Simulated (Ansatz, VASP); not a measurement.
# BN: VASP beside Ansatz

Aim: how closely do two programs agree when they are given the same cell, functional and k mesh?

Method: plane waves, with VASP 6.6.1 beside it; band structure at B3LYP with an exact-exchange share of 0.2 and band structure at r2SCANh with an exact-exchange share of 0.1, in Ansatz 0.2.0.

### 1. The structure

Symmetry: P6_3/mmc, No. 194, hexagonal system. Conventional cell: a = 2.504 Å, b = 2.504 Å, c = 6.661 Å, α = 90.00°, β = 90.00°, γ = 120.00°. Nearest to B lie 3 N at 1.45 Å. N has 3 B at 1.45 Å nearest. Farther neighbours and most contacts between anions are not listed.

Coordinates:

```xyz
4
Lattice="2.5040 0.0000 0.0000 -1.2520 2.1685 0.0000 0.0000 0.0000 6.6612" Properties=species:S:1:pos:R:3 pbc="T T T"
B     0.0000    1.4457    1.6653
B     1.2520    0.7228    4.9959
N     0.0000    1.4457    4.9959
N     1.2520    0.7228    1.6653
```

### 2. VASP: band structure, B3LYP with an exact-exchange share of 0.2

Levels along a path test the potential and the projectors away from the mesh points.

Lines of VASP's logs that name or quote its potential files are left out, and so is its time.

The run reads the wave functions of an earlier VASP run, which isn't shown here.

INCAR reads:

```
SYSTEM = BN
PREC = Accurate
ENCUT = 520
EDIFF = 1E-06
NELM = 100
ISMEAR = 0
SIGMA = 0.02
LREAL = .FALSE.
ALGO = Normal
LHFCALC = .TRUE.
AEXX = 0.2
GGA = B3
AGGAX = 0.72
AGGAC = 0.81
ALDAC = 0.19
LASPH = .TRUE.
NBANDS = 14
PRECFOCK = Fast
HFRCUT = -1
LORBIT = 11
LWAVE = .FALSE.
LCHARG = .FALSE.
KPAR = 8
```

POSCAR reads:

```
BN
1.0
    2.5039900000      0.0000000000      0.0000000000
   -1.2519950000      2.1685189508      0.0000000000
    0.0000000000      0.0000000000      6.6612000000
B N
2 2
Direct
    0.3333333333      0.6666666667      0.2500000000
    0.6666666667      0.3333333333      0.7500000000
    0.3333333333      0.6666666667      0.7500000000
    0.6666666667      0.3333333333      0.2500000000
```

KPOINTS reads:

```
Automatic mesh
0
Gamma
6 6 2
0 0 0
```

KPOINTS_OPT reads:

```
Line mode
6
Line-mode
Reciprocal
  0.00000000   0.00000000   0.00000000 GAMMA
  0.50000000   0.00000000   0.00000000 M

  0.50000000   0.00000000   0.00000000 M
  0.33333333   0.33333333   0.00000000 K

  0.33333333   0.33333333   0.00000000 K
  0.00000000   0.00000000   0.00000000 GAMMA

  0.00000000   0.00000000   0.00000000 GAMMA
  0.00000000   0.00000000   0.50000000 A

  0.00000000   0.00000000   0.50000000 A
  0.50000000   0.00000000   0.50000000 L

  0.50000000   0.00000000   0.50000000 L
  0.33333333   0.33333333   0.50000000 H

  0.33333333   0.33333333   0.50000000 H
  0.00000000   0.00000000   0.50000000 A

  0.50000000   0.00000000   0.50000000 L
  0.50000000   0.00000000   0.00000000 M

  0.33333333   0.33333333   0.00000000 K
  0.33333333   0.33333333   0.50000000 H
```

PAW data sets: B and N (PBE family, release 64).

Run with:

```
$ mpirun -np 8 vasp_std
```

Numbers of over 12 decimals in the logs are rounded to 6 here.

Log:

```text
[banner, memory and clock lines left out]
running    8 mpi-ranks, on    1 nodes
 distrk:  each k-point on    1 cores,    8 groups
 distr:  one band on    1 cores,    1 groups

 POSCAR found type information on POSCAR B N
 POSCAR found :  2 types and       4 ions
|                                                                             |
|           W    W    AA    RRRRR   N    N  II  N    N   GGGG   !!!           |
|           W    W   A  A   R    R  NN   N  II  NN   N  G    G  !!!           |
|           W    W  A    A  R    R  N N  N  II  N N  N  G       !!!           |
|           W WW W  AAAAAA  RRRRR   N  N N  II  N  N N  G  GGG   !            |
|           WW  WW  A    A  R   R   N   NN  II  N   NN  G    G                |
|           W    W  A    A  R    R  N    N  II  N    N   GGGG   !!!           |
|                                                                             |
|     For optimal performance we recommend to set                             |
|       NCORE = 2 up to number-of-cores-per-socket                            |
|     NCORE specifies how many cores store one orbital (NPAR=cpu/NCORE).      |
|     This setting can greatly improve the performance of VASP for DFT.       |
|     The default, NCORE=1 might be grossly inefficient on modern             |
|     multi-core architectures or massively parallel machines. Do your        |
|     Unfortunately you need to use the default for GW and RPA                |
|     calculations (for HF NCORE is supported but not extensively tested      |
|     yet).                                                                   |
|                                                                             |

|                                                                             |
|               ----> ADVICE to this user running VASP <----                  |
|                                                                             |
|     You enforced a specific xc type in the INCAR file but a different       |
|     [... a line on the potential file left out ...]
|     I HOPE YOU KNOW WHAT YOU ARE DOING!                                     |
|                                                                             |

 LDA part: xc-table for (Slater(with rela. corr.)+VWN3), standard interpolation
 found WAVECAR, reading the header
 POSCAR, INCAR and KPOINTS ok, starting setup
 FFT: planning ... GRIDC
 FFT: planning ... GRID_SOFT
 FFT: planning ... GRID
 HFRCUT set to (new)   8.534879
 reading WAVECAR
 the WAVECAR file was read successfully
 initial charge from wavefunction
 entering main loop
       N       E                     dE             d eps       ncg     rms          rms(c)
DAV:   1    -0.401179349598E+02   -0.40118E+02   -0.26052E-01   434   0.445E+00    0.784E-01
DAV:   2    -0.401084759227E+02    0.94590E-02   -0.26331E-02   476   0.151E+00    0.388E-01
DAV:   3    -0.401061785264E+02    0.22974E-02   -0.13677E-02   452   0.901E-01    0.159E-01
DAV:   4    -0.401068345217E+02   -0.65600E-03   -0.10448E-03   476   0.258E-01    0.128E-01
DAV:   5    -0.401067738100E+02    0.60712E-04   -0.73018E-05   458   0.769E-02    0.692E-02
DAV:   6    -0.401067709920E+02    0.28180E-05   -0.47101E-05   476   0.569E-02    0.359E-02
DAV:   7    -0.401067737109E+02   -0.27189E-05   -0.26760E-06   378   0.159E-02    0.212E-02
DAV:   8    -0.401067739442E+02   -0.23330E-06   -0.61362E-07   214   0.794E-03
   1 F= -.40106774E+02 E0= -.40106774E+02  d E =-.226730E-18
 Start KPOINTS_OPT (optional k-point list driver)
k-point batch [1-14\54]
       N       E                     dE             ncg
DAV:   1    -0.450417810687E+02   -0.90526E+04      392
DAV:   2    -0.129721167449E+04   -0.12522E+04      522
DAV:   3    -0.139250946473E+04   -0.95298E+02      464
DAV:   4    -0.139373870913E+04   -0.12292E+01      500
DAV:   5    -0.139375152470E+04   -0.12816E-01      518
DAV:   6    -0.139375168242E+04   -0.15772E-03      512
DAV:   7    -0.139375168566E+04   -0.32400E-05      404
DAV:   8    -0.139375168577E+04   -0.11867E-06      376
[...]
k-point batch [43-54\54]
       N       E                     dE             ncg
DAV:   1    -0.270991522264E+02   -0.10019E+05      336
DAV:   2    -0.974395078084E+03   -0.94730E+03      426
DAV:   3    -0.103214238450E+04   -0.57747E+02      414
DAV:   4    -0.103284674302E+04   -0.70436E+00      420
DAV:   5    -0.103285214960E+04   -0.54066E-02      414
DAV:   6    -0.103285219258E+04   -0.42987E-04      414
DAV:   7    -0.103285219303E+04   -0.44579E-06      306
```

From OUTCAR (step 2):

```text
ion  position               nearest neighbor table
   1  0.333  0.667  0.250-   4 1.45   4 1.45   4 1.45
   2  0.667  0.333  0.750-   3 1.45   3 1.45   3 1.45
   3  0.333  0.667  0.750-   2 1.45   2 1.45   2 1.45
   4  0.667  0.333  0.250-   1 1.45   1 1.45   1 1.45

  LATTYP: Found a hexagonal cell.
 ALAT       =     2.5039900000
 C/A-ratio  =     2.6602342661

 Subroutine GETGRP returns: Found 24 space group operations
 (whereof 12 operations were pure point group operations)

The static configuration has the point symmetry D_3d.
 The point group associated with its full space group is D_6h.

 Found     14 irreducible k-points:

   k-points           NKPTS =     14   k-points in BZ     NKDIM =     72   number of bands    NBANDS=     14

   dimension x,y,z NGX =    20 NGY =   20 NGZ =   50
   dimension x,y,z NGXF=    40 NGYF=   40 NGZF=  100

   ENCUT  =  520.0 eV  38.22 Ry    6.18 a.u.   4.66  4.66 12.39*2*pi/ulx,y,z

   NELECT =      16.0000    total number of electrons

 k-points in reciprocal lattice and weights: Automatic mesh
   0.00000000  0.00000000  0.00000000       0.014
   0.16666667  0.00000000  0.00000000       0.083
   0.33333333  0.00000000  0.00000000       0.083
   0.50000000  0.00000000  0.00000000       0.042
   0.16666667  0.16666667  0.00000000       0.083
   0.33333333  0.16666667  0.00000000       0.167
   0.33333333  0.33333333  0.00000000       0.028
   0.00000000  0.00000000  0.50000000       0.014
   0.16666667  0.00000000  0.50000000       0.083
[...]
0.33333333  0.16666667  0.50000000       0.167
   0.33333333  0.33333333  0.50000000       0.028

  exchange ACFDT corr.  =         0.00000000  see jH, gK, PRB 81, 115126

 average (electrostatic) potential at core
       1 -26.4743       2 -26.4743       3 -60.4135       4 -60.4135

 E-fermi :   1.5704

 k-point     1 :       0.0000    0.0000    0.0000
  band No.  band energies     occupation
    ...
      4      -2.9541      2.00000
      5      -0.1879      2.00000
      6      -0.1879      2.00000
      7      -0.1490      2.00000
      8      -0.1490      2.00000
      9       8.2739      0.00000
     10      13.7272      0.00000
     11      15.0886      0.00000
     12      15.0886      0.00000
     13      15.2222      0.00000
    ...

 k-point     2 :       0.1667    0.0000    0.0000
  band No.  band energies     occupation
    ...
      4      -2.2469      2.00000
      5      -2.2465      2.00000
      6      -2.2028      2.00000
      7      -1.1178      2.00000
      8      -1.0666      2.00000
      9       9.1887      0.00000
     10      13.2741      0.00000
     11      14.5164      0.00000
     12      14.8278      0.00000
     13      15.0283      0.00000
    ...

 k-point     3 :       0.3333    0.0000    0.0000
  band No.  band energies     occupation
    ...
      4      -5.9532      2.00000
      5      -2.5549      2.00000
      6      -2.4915      2.00000
      7      -2.1545      2.00000
      8      -0.3444      2.00000
      9      10.2100      0.00000
     10      11.1023      0.00000
     11      11.3538      0.00000
     12      13.7479      0.00000
     13      14.9089      0.00000
    ...

  energy-cutoff  :      520.00
  volume of cell :       36.17
      direct lattice vectors                 reciprocal lattice vectors
     2.503990000  0.000000000  0.000000000     0.399362617  0.230572115  0.000000000
    -1.251995000  2.168518951  0.000000000     0.000000000  0.461144229  0.000000000
     0.000000000  0.000000000  6.661200000     0.000000000  0.000000000  0.150123101

 POSITION                                       TOTAL-FORCE (eV/Angst)
 -----------------------------------------------------------------------------------
     -0.00000      1.44568      1.66530         0.000000      0.000000     -0.000000
      1.25200      0.72284      4.99590         0.000000     -0.000000     -0.000000
     -0.00000      1.44568      4.99590        -0.000000      0.000000      0.000000
      1.25200      0.72284      1.66530         0.000000     -0.000000      0.000000
 -----------------------------------------------------------------------------------
    total drift:                                0.000000     -0.000000      0.000000

  FREE ENERGIE OF THE ION-ELECTRON SYSTEM (eV)
  ---------------------------------------------------
  free  energy   TOTEN  =       -40.1067739442 eV

  energy  without entropy=      -40.1067739442  energy(sigma->0) =      -40.10677394

 total charge
# of ion       s       p       d       tot
------------------------------------------
    1        0.740   1.409   0.000   2.149
    2        0.740   1.409   0.000   2.149
    3        1.226   2.830   0.000   4.056
    4        1.226   2.830   0.000   4.056
--------------------------------------------------
tot          3.932   8.478   0.000  12.410

[... 3 further parts left out ...]
```

The k-mesh is coarse for unscreened exact exchange, which converges slowly with it.

[end of part 1 of 2]

[Lines on the potential files, build, host, timing and source positions are cut from VASP's logs without a mark.]

[Logs are printed without paths, hosts, clocks, repeated set-up lines and the standing remarks that a program may print on its own settings, such as how far it seeks lower states.]

[Hosts, paths, dates, database ids (printed as entryN), source tags and the programs' standing remarks are cut or masked in the printed files.]
